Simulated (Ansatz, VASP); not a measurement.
**Two plane-wave programs on Fe**

```xyz
1
Lattice="-1.3603 1.3603 1.3603 1.3603 -1.3603 1.3603 1.3603 1.3603 -1.3603" Properties=species:S:1:pos:R:3 pbc="T T T"
Fe    0.0000    0.0000    0.0000
```

Alike in both runs: task single point; functional PBE; k mesh 22 × 22 × 22; occupations gaussian, width 0.05 eV; no spin polarisation.

```csv
,VASP,Ansatz
version,VASP 6.6.1,Ansatz 0.2.0
potentials or method,"VASP PAW PBE potentials, release 64 (Fe)","scalar-relativistic, plane waves, PAW"
plane-wave cutoff (eV),520,420
valence electrons in the cell,8,16
```

|  | VASP | Ansatz | Ansatz less VASP |
| --- | --- | --- | --- |
| gap on the k mesh at the Fermi level (eV) | none | none | - |
| pressure (GPa) | 11.4 | 12.1 | +0.75 |

A gap of «none» marks a metal or a gap that the smearing closes. The two sets of potentials don't hold the same shells in valence.

Caveats: the run has no spin polarisation, though such a crystal can be magnetic. Spin polarisation is off, so any magnetic state and its effect on volume and gap are missing.
